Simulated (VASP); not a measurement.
Level of theory: PBE GGA with D4 dispersion, VASP's PBE PAW potentials (set 64) (plane waves; VASP 6.6.1).

The input files of a VASP run:

File KPOINTS:
```
Automatic mesh
0
Gamma
5 5 5
0 0 0
```

**INCAR**
```
SYSTEM  =  CsI
PREC  =  Accurate; ENCUT  =  520; LREAL  =  .FALSE.
LASPH  =  .TRUE.
EDIFF  =  1E-6; NELM  =  100; ALGO  =  Normal
LMAXMIX  =  4
ISMEAR  =  0; SIGMA  =  0.05
GGA  =  PE; IVDW  =  13
IBRION  =  2; NSW  =  60; ISIF  =  3
EDIFFG  =  -0.01
LWAVE  =  .FALSE.; LCHARG  =  .FALSE.
```

POSCAR:
```
CsI
1
    4.5700000000     0.0000000000     0.0000000000
    0.0000000000     4.5700000000     0.0000000000
    0.0000000000     0.0000000000     4.5700000000
Cs I
1 1
Direct
  0.0000000000   0.0000000000   0.0000000000
  0.5000000000   0.5000000000   0.5000000000
```

POTCAR, in this order: Cs_sv I (PBE.64 set). Program: vasp_std.

Output of the run:

### OSZICAR
```
       N       E                     dE             d eps       ncg     rms          rms(c)
DAV:   1     0.920553315808E+02    0.92055E+02   -0.61850E+03   240   0.110E+03
DAV:   2     0.148594576379E+01   -0.90569E+02   -0.85569E+02   344   0.166E+02
DAV:   3    -0.547779527124E+01   -0.69637E+01   -0.69528E+01   316   0.533E+01
DAV:   4    -0.556655744896E+01   -0.88762E-01   -0.88750E-01   272   0.758E+00
DAV:   5    -0.556785709941E+01   -0.12997E-02   -0.12996E-02   316   0.949E-01    0.160E+00
DAV:   6    -0.544878649464E+01    0.11907E+00   -0.16077E-01   264   0.192E+00    0.122E+00
DAV:   7    -0.542409917855E+01    0.24687E-01   -0.13819E-01   272   0.183E+00    0.593E-01
DAV:   8    -0.542747051846E+01   -0.33713E-02   -0.96193E-03   268   0.642E-01    0.848E-02
DAV:   9    -0.542785030347E+01   -0.37979E-03   -0.86880E-04   268   0.202E-01    0.752E-02
DAV:  10    -0.542794350975E+01   -0.93206E-04   -0.13211E-04   284   0.809E-02    0.133E-02
DAV:  11    -0.542794143494E+01    0.20748E-05   -0.37078E-05   264   0.314E-02    0.544E-03
DAV:  12    -0.542794187979E+01   -0.44485E-06   -0.37380E-06   276   0.140E-02
   1 F= -.58211162E+01 E0= -.58211162E+01  d E =-.582112E+01
       N       E                     dE             d eps       ncg     rms          rms(c)
DAV:   1    -0.543076883658E+01   -0.28274E-02   -0.22287E-02   244   0.862E-01    0.158E-01
DAV:   2    -0.542984469827E+01    0.92414E-03   -0.12518E-03   244   0.208E-01    0.670E-02
DAV:   3    -0.542957875929E+01    0.26594E-03   -0.83233E-04   244   0.159E-01    0.387E-02
DAV:   4    -0.542957671535E+01    0.20439E-05   -0.93930E-06   260   0.215E-02    0.320E-02
DAV:   5    -0.542957369184E+01    0.30235E-05   -0.72339E-06   280   0.164E-02    0.288E-03
DAV:   6    -0.542957311747E+01    0.57437E-06   -0.63747E-07   144   0.496E-03
   2 F= -.58212518E+01 E0= -.58212518E+01  d E =-.135569E-03
       N       E                     dE             d eps       ncg     rms          rms(c)
DAV:   1    -0.543172160070E+01   -0.21479E-02   -0.15920E-02   240   0.728E-01    0.133E-01
DAV:   2    -0.543106205231E+01    0.65955E-03   -0.89542E-04   244   0.175E-01    0.564E-02
DAV:   3    -0.543087244444E+01    0.18961E-03   -0.59410E-04   240   0.134E-01    0.328E-02
DAV:   4    -0.543087083340E+01    0.16110E-05   -0.66958E-06   248   0.182E-02    0.272E-02
DAV:   5    -0.543086846943E+01    0.23640E-05   -0.52113E-06   280   0.139E-02    0.244E-03
DAV:   6    -0.543086798356E+01    0.48587E-06   -0.46998E-07   124   0.424E-03
   3 F= -.58212890E+01 E0= -.58212890E+01  d E =-.172781E-03
```

OUTCAR:
```
------------------------ aborting loop because EDIFF is reached ----------------------------------------
  Edisp (eV):   -0.39042
  FORCE on cell =-STRESS in cart. coord.  units (eV):
  Direction    XX          YY          ZZ          XY          YZ          ZX
  --------------------------------------------------------------------------------------
  Total       0.00095     0.00095     0.00095     0.00000    -0.00000     0.00000
  in kB       0.01582     0.01582     0.01582     0.00000    -0.00000     0.00000
  external pressure =        0.02 kB  Pullay stress =        0.00 kB
  volume of cell :       96.10
      direct lattice vectors                 reciprocal lattice vectors
     4.580433251  0.000000000  0.000000000     0.218319959 -0.000000000  0.000000000
     0.000000000  4.580433251 -0.000000000    -0.000000000  0.218319959  0.000000000
    -0.000000000 -0.000000000  4.580433251    -0.000000000  0.000000000  0.218319959
 POSITION                                       TOTAL-FORCE (eV/Angst)
 -----------------------------------------------------------------------------------
      0.00000      0.00000      0.00000        -0.000000     -0.000000      0.000000
      2.29022      2.29022      2.29022         0.000000      0.000000      0.000000
 -----------------------------------------------------------------------------------
    total drift:                               -0.000000      0.000000      0.000000
  FREE ENERGIE OF THE ION-ELECTRON SYSTEM (eV)
  ---------------------------------------------------
  free  energy   TOTEN  =        -5.8212890277 eV

  energy  without entropy=       -5.8212890277  energy(sigma->0) =       -5.82128903

 reached required accuracy - stopping structural energy minimisation
```
(Selected blocks of OUTCAR.)

File CONTCAR:
```
CsI
   1.00000000000000
     4.5804332509166930    0.0000000000000000    0.0000000000000000
     0.0000000000000000    4.5804332509166930   -0.0000000000000000
    -0.0000000000000000   -0.0000000000000000    4.5804332509166930
  Cs              I
     1     1
Direct
     0.0000000000000000    0.0000000000000000    0.0000000000000000
     0.5000000000000000    0.5000000000000000    0.5000000000000000
```

**OUTCAR**
```
 val. band max:        0.7153556120   @ k =   0.4000   0.4000   0.0000

 cond. band min:       4.6066420089   @ k =   0.0000   0.0000   0.0000


 Fermi energy:         0.9438921943

 k-point     1 :       0.0000    0.0000    0.0000
  band No.  band energies     occupation
      1     -19.6419      2.00000
      2      -9.8833      2.00000
      3      -6.3435      2.00000
      4      -6.3435      2.00000
      5      -6.3435      2.00000
      6       0.6702      2.00000
      7       0.6702      2.00000
      8       0.6702      2.00000
      9       4.6066      0.00000
     10       4.9542      0.00000
     11       4.9542      0.00000
     12       8.5016      0.00000

 k-point     2 :       0.2000    0.0000    0.0000
  band No.  band energies     occupation
      1     -19.6337      2.00000
      2      -9.8861      2.00000
      3      -6.3968      2.00000
      4      -6.3226      2.00000
      5      -6.3226      2.00000
      6       0.0564      2.00000
      7       0.6203      2.00000
      8       0.6203      2.00000
      9       5.1902      0.00000
     10       5.3802      0.00000
     11       5.7972      0.00000
     12       8.4094      0.00000

 k-point     3 :       0.4000    0.0000    0.0000
  band No.  band energies     occupation
      1     -19.6205      2.00000
      2      -9.8937      2.00000
      3      -6.4673      2.00000
      4      -6.2881      2.00000
      5      -6.2881      2.00000
      6      -0.6723      2.00000
      7       0.5363      2.00000
      8       0.5363      2.00000
      9       5.7855      0.00000
     10       6.8174      0.00000
     11       7.2392      0.00000
     12       7.8824      0.00000

 k-point     4 :       0.2000    0.2000    0.0000
  band No.  band energies     occupation
      1     -19.6259      2.00000
      2      -9.8682      2.00000
      3      -6.4695      2.00000
      4      -6.3454      2.00000
      5      -6.3043      2.00000
      6      -0.0400      2.00000
...
```

Unless said otherwise, spin-orbit coupling is left out, though it shifts the bands of the heavy elements here.

The compound is CsI in the CsCl type structure. This run relaxes it. Symmetry was kept, so distortions that lower it aren't found.
